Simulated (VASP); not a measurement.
**TiO₂ in VASP 6.6.1, relaxation**

INCAR

```
SIGMA = 0.02
POTIM = 0.2
PREC = Accurate
ISMEAR = -1
NELM = 98
LASPH = .TRUE.
IBRION = 1
EDIFF = 1E-7
EDIFFG = -5E-3
ENCUT = 600
ISIF = 3
LWAVE = .FALSE.
LCHARG = .FALSE.
NSW = 40
NBANDS = 19
LREAL = .FALSE.
GGA = CA
```

KPOINTS

```
KPOINTS created by Atomic Simulation Environment
0
Gamma
8 8 8
0 0 0
```

POSCAR

```
Ti O
 1.0000000000000000
     0.0000000000000000    2.4149673384147921    2.4149673384147921
     2.4149673384147921    0.0000000000000000    2.4149673384147921
     2.4149673384147921    2.4149673384147921    0.0000000000000000
 Ti  O
   1   2
Cartesian
  0.0000000000000000  0.0000000000000000 -0.0000000000000000
  1.2074836692073960  1.2074836692073960  1.2074836692073960
  3.6224510076221881  3.6224510076221881  3.6224510076221881
```

The recommended LDA PAW datasets give the neutral cell 24 valence electrons.

Command

```
mpirun -np 1 vasp_std
```

Predict the outcome of this run.

It converged. Results: relaxed cell vector lengths 3.352, 3.352, 3.352 Å; relaxed cell volume 26.64 Å³.

OSZICAR

```
N       E                     dE             d eps       ncg     rms          rms(c)
DAV:   1     0.263959982264E+03    0.26396E+03   -0.14307E+04  1102   0.165E+03
DAV:   2    -0.138179478162E+02   -0.27778E+03   -0.26324E+03  1165   0.436E+02
DAV:   3    -0.372008794776E+02   -0.23383E+02   -0.22956E+02  1256   0.128E+02
DAV:   4    -0.381711803809E+02   -0.97030E+00   -0.96796E+00  1558   0.229E+01
DAV:   5    -0.381901175708E+02   -0.18937E-01   -0.18920E-01  1264   0.312E+00    0.203E+01
DAV:   6    -0.295942060941E+02    0.85959E+01   -0.43688E+01  1327   0.746E+01    0.103E+01
DAV:   7    -0.290757807160E+02    0.51843E+00   -0.12862E+01  1302   0.313E+01    0.604E+00
DAV:   8    -0.289472012945E+02    0.12858E+00   -0.31378E-01  1248   0.507E+00    0.482E+00
DAV:   9    -0.290054506902E+02   -0.58249E-01   -0.38893E+00  1283   0.169E+01    0.500E+00
DAV:  10    -0.287143452757E+02    0.29111E+00   -0.12154E+00  1469   0.883E+00    0.103E+00
...
   3 F= -.28775384E+02 E0= -.28775384E+02  d E =-.114127E-02
       N       E                     dE             d eps       ncg     rms          rms(c)
DAV:   1    -0.287754154816E+02   -0.31389E-04   -0.69881E-04  1266   0.318E-01    0.481E-02
DAV:   2    -0.287753909161E+02    0.24566E-04   -0.79553E-05  1240   0.113E-01    0.175E-02
DAV:   3    -0.287753879907E+02    0.29254E-05   -0.39959E-05  1219   0.410E-02    0.917E-03
DAV:   4    -0.287753870789E+02    0.91181E-06   -0.80252E-06  1524   0.299E-02    0.383E-03
DAV:   5    -0.287753872914E+02   -0.21252E-06   -0.48184E-07  1237   0.585E-03    0.278E-03
DAV:   6    -0.287753876196E+02   -0.32821E-06   -0.56930E-07  1287   0.452E-03    0.250E-03
DAV:   7    -0.287753876618E+02   -0.42248E-07   -0.22299E-07  1115   0.465E-03
   4 F= -.28775388E+02 E0= -.28775388E+02  d E =-.356626E-05
```

```json
{"ionic step": "1", "ΔE (meV/atom)": "0.0", "volume (Å³)": "28.17", "largest force (eV/Å)": "0.000", "pressure (GPa)": "-14.33", "electronic steps": "18"}
{"ionic step": "2", "ΔE (meV/atom)": "-23.6", "volume (Å³)": "26.82", "largest force (eV/Å)": "0.000", "pressure (GPa)": "-1.97", "electronic steps": "10"}
{"ionic step": "3", "ΔE (meV/atom)": "-24.0", "volume (Å³)": "26.63", "largest force (eV/Å)": "0.000", "pressure (GPa)": "0.11", "electronic steps": "10"}
{"ionic step": "4", "ΔE (meV/atom)": "-24.0", "volume (Å³)": "26.64", "largest force (eV/Å)": "0.000", "pressure (GPa)": "0.00", "electronic steps": "7"}
```

For comparison, a separate LDA relaxation on usual settings, not on those above, ends at 26.64 Å³.
